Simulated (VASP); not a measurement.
# Hf (Im-3m) in VASP: notebook, part 2 of 2

VASP 6.6.1. Earlier steps stand in the parts before.

## Step 5: Relaxation of cell and atoms, LDA, target pressure 100 GPa, at which the enthalpy is minimised

This run uses another cell than the first one, of 13.38 Å³/atom, 0.717 times its volume.

INCAR

```
  ALGO = Normal
  EDIFF = 1E-7
  EDIFFG = -0.002
  ENCUT = 520
  GGA = CA
  IBRION = 2
  ISIF = 3
  ISMEAR = 0
  LASPH = True
  LCHARG = False
  LREAL = False
  LWAVE = False
  NELM = 80
  NSW = 80
  PREC = Accurate
  PSTRESS = 1000
  SIGMA = 0.1
```

KPOINTS

```
k-points
0
Gamma
  16 16 16
```

POSCAR

```
Hf                                      
1.0
   -1.4955703011      1.4955703011      1.4955703011
    1.4955703011     -1.4955703011      1.4955703011
    1.4955703011      1.4955703011     -1.4955703011
  Hf            
     1
Direct
     0.0000000000000000    0.0000000000000000    0.0000000000000000
```

Potentials or basis: VASP PAW LDA potentials, release 64 (Hf_pv).

The run is started by

```sh
$ cat potpaw_LDA.64/Hf_pv/POTCAR > POTCAR
$ mpirun -np 1 vasp_std > vasp.out
```

OUTCAR:

```text
EDIFF = 1E-7
   EDIFFG = -0.002
   ENCUT = 520
   GGA = CA
   IBRION = 2
   ISIF = 3
   ISMEAR = 0
   LASPH = True
   LREAL = False
   NELM = 80
   NSW = 80
   PREC = Accurate
   PSTRESS = 1000

 ion  position               nearest neighbor table
   1  0.000  0.000  0.000-

  LATTYP: Found a body centered cubic cell.
 ALAT       =     2.9911406022

  Lattice vectors:

 A1 = (  -1.4955703011,   1.4955703011,   1.4955703011)
 A2 = (   1.4955703011,  -1.4955703011,   1.4955703011)
 A3 = (   1.4955703011,   1.4955703011,  -1.4955703011)

Analysis of symmetry for initial positions (statically):
=====================================================================
 Subroutine PRICEL returns:
 Original cell was already a primitive cell.

 Routine SETGRP: Setting up the symmetry group for a
 body centered cubic supercell.

 Subroutine GETGRP returns: Found 48 space group operations
 (whereof 48 operations were pure point group operations)
 out of a pool of 48 trial point group operations.

The static configuration has the point symmetry O_h .

Analysis of symmetry for dynamics (positions and initial velocities):
=====================================================================
 Subroutine PRICEL returns:
 Original cell was already a primitive cell.

 Routine SETGRP: Setting up the symmetry group for a
 body centered cubic supercell.

 Subroutine GETGRP returns: Found 48 space group operations
 (whereof 48 operations were pure point group operations)
 out of a pool of 48 trial point group operations.

The dynamic configuration has the point symmetry O_h .

 Subroutine INISYM returns: Found 48 space group operations
 (whereof 48 operations are pure point group operations),
 and found     1 'primitive' translations

----------------------------------------------------------------------------------------

                                     Primitive cell

  volume of cell :      13.3808

  direct lattice vectors                    reciprocal lattice vectors
    -1.495570301  1.495570301  1.495570301     0.000000000  0.334320626  0.334320626
     1.495570301 -1.495570301  1.495570301     0.334320626  0.000000000  0.334320626
     1.495570301  1.495570301 -1.495570301     0.334320626  0.334320626  0.000000000

  length of vectors
     2.590403748  2.590403748  2.590403748     0.472800764  0.472800764  0.472800764

  position of ions in fractional coordinates (direct lattice)
     0.000000000  0.000000000  0.000000000

  ion indices of the primitive-cell ions
   primitive index   ion index
                 1           1

----------------------------------------------------------------------------------------

 KPOINTS: k-points

Automatic generation of k-mesh.
 Grid dimensions read from file:
 generate k-points for:   16   16   16

 Generating k-lattice:

  Cartesian coordinates                     Fractional coordinates (reciprocal lattice)
     0.000000000  0.020895039  0.020895039     0.062500000  0.000000000  0.000000000
[... 44 lines left out ...]
   dimension x,y,z NGX =    20 NGY =   20 NGZ =   20
   dimension x,y,z NGXF=    40 NGYF=   40 NGZF=   40
   ions per type =               1
   NGX,Y,Z   is equivalent  to a cutoff of  12.84, 12.84, 12.84 a.u.
   NGXF,Y,Z  is equivalent  to a cutoff of  25.67, 25.67, 25.67 a.u.
 SYSTEM =  unknown system
   PREC   = accura    normal or accurate (medium, high low for compatibility)
   ISTART =      0    job   : 0-new  1-cont  2-samecut
   ICHARG =      2    charge: 1-file 2-atom 10-const
   ISPIN  =      1    spin polarized calculation?
   LNONCOLLINEAR =      F non collinear calculations
   LSORBIT =      F    spin-orbit coupling
   LASPH  =      T    aspherical Exc in radial PAW
   ENCUT  =  520.0 eV  38.22 Ry    6.18 a.u.   4.82  4.82  4.82*2*pi/ulx,y,z
   NELM   =     80;   NELMIN=  2; NELMDL= -5     # of ELM steps
   EDIFF  = 0.1E-06   stopping-criterion for ELM
   LREAL  =      F    real-space projection
   EDIFFG = -.2E-02   stopping-criterion for IOM
   NSW    =     80    number of steps for IOM
   IBRION =      2    ionic relax: 0-MD 1-quasi-New 2-CG
   NFREE  =      1    steps in history (QN), initial steepest desc. (CG)
   ISIF   =      3    stress and relaxation
   ISYM   =      2    0-nonsym 1-usesym 2-fastsym
   POTIM  = 0.5000    time-step for ionic-motion
   TEBEG  =    0.0;   TEEND  =   0.0 temperature during run
   PSTRESS= 1000.0 pullay stress
   NELECT =      10.0000    total number of electrons
   NUPDOWN=      -1.0000    fix difference up-down
   EMIN   =  10.00;   EMAX   =-10.00  energy-range for DOS
   EFERMI =   0.00;   METHOD = LEGACY
   ISMEAR =     0;   SIGMA  =   0.10  broadening in eV -4-tet -1-fermi 0-gaus
   EFERMI_NEDOS =   21; number of points for ismear=-14 and -15
   IALGO  =     38    algorithm
   IMIX   =      4    mixing-type and parameters
     AMIX     =   0.40;   BMIX     =  1.00
     AMIX_MAG =   1.60;   BMIX_MAG =  1.00
  volume/ion in A,a.u.               =      13.38        90.30
  Fermi-wavevector in a.u.,A,eV,Ry     =   1.485644  2.807460 30.029925  2.207137
  Thomas-Fermi vector in A             =   2.599030
   LORBIT       =      0    0 simple, 1 ext, 2 COOP (PROOUT), +10 PAW based schemes
   GGA     = CA    functional components
   LHFCALC =     F    Hartree Fock is set to
   AEXX    =    0.0000 exact exchange contribution
   IVDW    =     0    specifies the selected vdW correction
   LEPSILON=     F    determine dielectric tensor
   LRPA    =     F    only Hartree local field effects (RPA)
 conjugate gradient relaxation of ions
 non-spin polarized calculation
 Gauss-broadening in eV      SIGMA  =   0.10
  energy-cutoff  :      520.00
  volume of cell :       13.38
 maximum number of plane-waves:       372
   NGX =  9   NGY =  9   NGZ =  9

--------------------------------------- Ionic step        1  -------------------------------------------

 number of electron      10.0000003 magnetization

 Free energy of the ion-electron system (eV)
  ---------------------------------------------------
  ext. energy  EPLUGINS =         0.00000000
  ---------------------------------------------------
  free energy    TOTEN  =        -8.98459109 eV

  energy without entropy =       -8.98157581  energy(sigma->0) =       -8.98308345

------------------------ aborting loop because EDIFF is reached ----------------------------------------

  FORCE on cell =-STRESS in cart. coord.  units (eV):
  Direction    XX          YY          ZZ          XY          YZ          ZX
  --------------------------------------------------------------------------------------
  -------------------------------------------------------------------------------------
  Total        8.3536911      8.3536911      8.3536911      0.0000000      0.0000000     -0.0000000
  in kB     1000.2498812   1000.2498812   1000.2498812      0.0000000      0.0000000     -0.0000000
  external PRESSURE =       0.2498812 kB  Pullay stress =    1000.0000000 kB
[... 61 lines left out ...]
--------------------------------------- Ionic step        3  -------------------------------------------

 number of electron      10.0000003 magnetization

 Free energy of the ion-electron system (eV)
  ---------------------------------------------------
  ext. energy  EPLUGINS =         0.00000000
  ---------------------------------------------------
  free energy    TOTEN  =        -8.98505297 eV

  energy without entropy =       -8.98203760  energy(sigma->0) =       -8.98354529

 E-fermi :   8.6415     XC(G=0): -14.0251

 val. band max:        8.6333356291   @ k =   0.1875   0.0625   0.0625
 cond. band min:       8.6513809544   @ k =   0.1875   0.1250  -0.0000
 fundamental gap:      0.0180453253
 Fermi energy:         8.6415450810

 k-point     1 :       0.0000    0.0000    0.0000
  band No.  band energies     occupation
      1     -19.0196      2.00000
      2     -19.0196      2.00000
      3     -19.0196      2.00000
      4       0.6889      2.00000
      5      10.2305      0.00000
      6      10.2305      0.00000
      7      10.2305      0.00000
      8      14.7936      0.00000
      9      14.7936      0.00000
[... 265 lines left out ...]
 k-point    24 :       0.2500    0.1875   -0.0000
  band No.  band energies     occupation
      1     -22.0750      2.00000
      2     -20.3086      2.00000
      3     -19.3822      2.00000
      4       5.1838      2.00000
      5       7.3887      2.00000
      6       9.2828      0.00000
      7      13.9581      0.00000
      8      16.7721      0.00000
      9      19.8421      0.00000

 [... further k-points ...]

------------------------ aborting loop because EDIFF is reached ----------------------------------------

  FORCE on cell =-STRESS in cart. coord.  units (eV):
  Direction    XX          YY          ZZ          XY          YZ          ZX
  --------------------------------------------------------------------------------------
  -------------------------------------------------------------------------------------
  Total        8.3506081      8.3506081      8.3506081      0.0000000     -0.0000000      0.0000000
  in kB      999.8254270    999.8254270    999.8254270      0.0000000     -0.0000000      0.0000000
  external PRESSURE =      -0.1745730 kB  Pullay stress =    1000.0000000 kB
[... 20 lines left out ...]
  energy  without entropy=       -8.9820376033  energy(sigma->0) =       -8.98354529

  enthalpy is  TOTEN    =        -0.6329868572 eV   P V=        8.3520661166

 reached required accuracy - stopping structural energy minimisation
```

OSZICAR:

```text
N       E                     dE             d eps       ncg     rms          rms(c)
DAV:   1     0.901326411243E+01    0.90133E+01   -0.62738E+03  2682   0.110E+03
[... 15 lines left out ...]
DAV:   4    -0.898711247907E+01    0.17740E-08   -0.43645E-08  1483   0.176E-03
   2 F= -.63298552E+00 E0= -.63147759E+00  d E =0.133565E-05
       N       E                     dE             d eps       ncg     rms          rms(c)
DAV:   1    -0.898505555783E+01    0.20569E-02   -0.70726E-05  2669   0.819E-02    0.249E-02
DAV:   2    -0.898505359979E+01    0.19580E-05   -0.25217E-06  2705   0.166E-02    0.114E-02
DAV:   3    -0.898505297322E+01    0.62657E-06   -0.17588E-06  2783   0.124E-02    0.488E-03
DAV:   4    -0.898505297379E+01   -0.57162E-09   -0.28566E-08  1454   0.143E-03
   3 F= -.63298686E+00 E0= -.63147917E+00  d E =-.489961E-08
```

CONTCAR:

```text
Hf
   1.00000000000000
    -1.4955978709125419    1.4955978709125419    1.4955978709125419
     1.4955978709125419   -1.4955978709125419    1.4955978709125419
     1.4955978709125419    1.4955978709125419   -1.4955978709125419
  Hf
     1
Direct
     0.0000000000000000    0.0000000000000000    0.0000000000000000

  0.00000000E+00  0.00000000E+00  0.00000000E+00
```

It took 9.2 s on 1 thread of Intel Xeon 6975P-C (Granite Rapids), shared host; peak memory 0.13 GiB.

What came out:

| Property | Result |
| --- | --- |
| Free energy | -8.9851 eV |
| Energy change on relaxing (the enthalpy is what falls) | -0.5 meV/atom |
| Ionic steps | 3 |
| Pressure after relaxing | 100.0 GPa |
| Band gap on the k mesh | none (metal or under the smearing width) |

Step by step:
```csv
step,energy change (eV),largest force (eV/Å),pressure (GPa),volume (Å³)
1,0.0000,0.0000,100.02,13.38
2,-0.0025,0.0000,99.89,13.38
3,-0.0005,0.0000,99.98,13.38
```

Final structure:
```yaml
crystal:
  lattice:
    - [-1.49560, 1.49560, 1.49560]
    - [1.49560, -1.49560, 1.49560]
    - [1.49560, 1.49560, -1.49560]
  atoms:
    - { symbol: Hf, position: [0.00000, 0.00000, 0.00000] }
```

Caveat: the cell is relaxed towards a set pressure, so the enthalpy falls and the energy may rise.
